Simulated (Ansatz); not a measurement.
Input and command of a calculation in Ansatz (plane waves; scalar-relativistic PAW potentials unless the input names others):

```yaml
crystal:
  lattice:
    - [3.6430563119, 0.0, 0.0]
    - [-1.8215281559, 3.093116974, 0.0]
    - [0.0, 0.0, 28.5742411176]
  atoms:
    - { symbol: As, position: [0.3327327112, 0.6654654225, 0.4757212765] }
    - { symbol: As, position: [0.6672672888, 0.3345345775, 0.5242787235] }
  periodic: [true, true, false]
basis:
  ecutwfc: 420
  ecutrho_ratio: 8
kpoints:
  mp_grid: { grid: [9, 9, 1] }
hamiltonian:
  xc: pbe
  dispersion: d3bj
scf:
  occupations: { method: fermi_dirac, width: 0.005 }
output:
  forces: true
  eigenvalues: true
  stress: true
```

```bash
ansatz run input.yaml --threads 1 --pin off --max-ram 3072MiB --backend cpu --events-out ev --progress --plain --runs-dir out
```

Abridged log:
```
Basis set: ecut = 420 eV, 6195 PW (Γ), exchange–correlation on 72×72×576 points (8 copies of the dense FFT grid, shifted against one another)
Bands: 19, of which v1, the nominal top of the filled ones, is band 15 counted from 1 (14 counted from 0)
Symmetry: 4 space group operations
k-points: 25 of 81
SCF iter   1: F=—  HF=-9712.679794 eV  |F-HF|=—  |Δ(HF+E_count)|=         —  Δρ=6.46e-4  dr2=1.75e-3  ethr=1.77e-3  ⟨swp⟩=11.4  Hψ=3336  notcnv=0
SCF iter   2: F=—  HF=-9712.678960 eV  |F-HF|=—  |Δ(HF+E_count)|=   8.34e-4  Δρ=3.21e-4  dr2=3.32e-4  ethr=5.82e-6  ⟨swp⟩=5.5  Hψ=1661  notcnv=0
SCF iter   3: F=—  HF=-9712.679181 eV  |F-HF|=—  |Δ(HF+E_count)|=   2.21e-4  Δρ=9.12e-5  dr2=2.46e-5  ethr=1.11e-6  ⟨swp⟩=4.2  Hψ=1095  notcnv=0  defer=1
SCF iter   4: F=—  HF=-9712.679191 eV  |F-HF|=—  |Δ(HF+E_count)|=   9.69e-6  Δρ=3.76e-5  dr2=2.37e-6  ethr=8.20e-8  ⟨swp⟩=3.1  Hψ=1100  notcnv=0
SCF iter   5: F=-9712.679196 eV  HF=-9712.679196 eV  |F-HF|=1.01e-8  |Δ(HF+E_count)|=   5.59e-6  Δρ=5.03e-6  dr2=9.19e-8  ethr=7.90e-9  ⟨swp⟩=3.1  Hψ=1132  notcnv=0  defer=1
SCF iter   6: F=-9712.679196 eV  HF=-9712.679196 eV  |F-HF|=2.04e-9  |Δ(HF+E_count)|=   4.38e-8  Δρ=9.13e-7  dr2=2.97e-9  ethr=3.06e-10  ⟨swp⟩=6.7  Hψ=2695  notcnv=0
SCF 1 converged in 6 iterations: F = -9712.679196 eV  dr2 = 2.97e-9
SCF converged after 6 iterations
Free energy (F): -9712.679196 eV
Harris-Foulkes:  -9712.679196 eV  (|F-HF|=2.04e-9)
Internal energy: -9712.679196 eV  (E = F + TS)
E sigma→0 (E₀):  -9712.679196 eV
Fermi energy:    -4.574326 eV
  E_disp       = -0.415072  (pairwise vdW)
--- Forces (eV/Å), atoms counted from 1 ---
  atom   1  As     0.00000000    -0.00790889    -0.00547987
  atom   2  As     0.00000000     0.00790889     0.00547987
--- 2D stress c σ (N/m, compression-positive) ---
       -1.028330       0.000000       0.000000
        0.000000      -0.184416       0.000000
        0.000000       0.000000       0.000000
  P = ½ c Tr σ = -0.6064 N/m
  ° read free of the cell's end (the report's vacuum.weakly_bound_levels)
```

Apart from outputs, empty bands and the relaxation, which only the reference makes, the input differs from a reference run on usual settings in scf.occupations.method: "gaussian" → "fermi_dirac"; scf.occupations.width: 0.02 → 0.005; basis.ecutrho_ratio: not typed → 8. The reference, at the same geometry, ended its own course with largest force 0.010 eV/Å, gap on the mesh 1.47 eV. This run converged in 6 SCF iterations with an energy at zero smearing within 0.01 meV/atom of the reference's, largest force 0.010 eV/Å, gap on the mesh 1.47 eV.